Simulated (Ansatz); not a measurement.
## AlN: moving N off its site

AlN, F-43m, a = 4.370 Å. This isn't the usual stable structure of the compound. Ansatz: r2SCAN, PAW, 500 eV, Γ-centred 6×6×6 mesh on 8 atoms, Gaussian smearing 0.05 eV; no spin polarisation.

```
CELL_PARAMETERS angstrom
4.36980 0.00000 0.00000
0.00000 -4.36980 0.00000
0.00000 0.00000 -4.36980
ATOMIC_POSITIONS crystal
Al 0.00000 0.00000 0.00000
Al 0.50000 0.50000 0.00000
Al 0.50000 0.00000 0.50000
Al 0.00000 0.50000 0.50000
N 0.75000 0.75000 0.75000
N 0.25000 0.25000 0.75000
N 0.25000 0.75000 0.25000
N 0.75000 0.25000 0.25000
```

Atom 5 (N) moves by x along the unit vector (0.000, 0.000, 1.000), with its periodic images; all else is held. y is the free energy of the cell over the start, F the force along the path summed over the moved atoms. Symmetry makes y even in x.

| x (Å) | y (meV) | F (eV/Å) |
| --- | --- | --- |
| -0.450 | 1948.6 | 8.09 |
| -0.150 | ? | ? |
| 0.000 | 0.0 | 0.00 |
| 0.075 | 57.6 | -1.53 |
| 0.225 | 511.0 | -4.47 |
| 0.300 | 897.4 | -5.82 |
| 0.375 | 1380.2 | -7.03 |

**Question.** Fit y = c2 x² + c4 x⁴ to the energies of the other rows, give the force constant, and predict energy and force of the missing row.

**Answer.** Least squares on the rows shown. y = 10251 x² − 3100.1 x⁴. The force constant is 2 c2 = 20.5 eV/Å² (for all images moving together, not for a lone atom). The force −dy/dx at the missing row is 3.03 eV/Å (computed 3.03). At x = -0.150 the fit asked for gives 229.1 meV. The run gave 229.0 meV, so the fit is 0.1 meV too high, within twice the rms miss on the fitted rows (0.06 meV).